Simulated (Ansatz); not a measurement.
Crystal: As.

```
As
1.0
     1.88080    1.08588    3.51406
    -1.88080    1.08588    3.51406
     0.00000   -2.17176    3.51406
As
2
Direct
  0.22600 0.22600 0.22600
  0.77400 0.77400 0.77400
```

```yaml
Program: Ansatz 0.2.0
Task: single point
Functional: PBE
Potentials_or_basis: all-electron LAPW, scalar-relativistic
Cutoff: 291 eV (chosen from the basis error)
Basis_error_allowed: 0.001 eV/atom
k_mesh: 9 × 9 × 9
Occupations: fermi-dirac, width 0.05 eV
Spin: no spin polarisation
```

On this cell: pressure 3.7 GPa; largest force 0.426 eV/Å; band gap on the k mesh none (metal or under the smearing width).

The same run follows on a disturbed copy (atoms moved at random, drawn with an rms of 0.05 Å):

```
CELL_PARAMETERS angstrom
1.88080 1.08588 3.51406
-1.88080 1.08588 3.51406
0.00000 -2.17176 3.51406
ATOMIC_POSITIONS crystal
As 0.21182 0.22474 0.23282
As 0.77552 0.77550 0.76813
```

What does the disturbed cell give?

The energy (extrapolated to zero smearing) moves by +9.6 meV/atom; pressure 4.3 GPa; largest force 0.715 eV/Å; band gap on the k mesh none (metal or under the smearing width).

Forces in eV/Å, atoms in the order of the input:
```
As   0.130  0.291  0.641
As  -0.130 -0.291 -0.641
```

Stress tensor (GPa, compression positive):
```
 3.89 -0.23  0.62
-0.23  5.06  1.34
 0.62  1.34  4.00
```
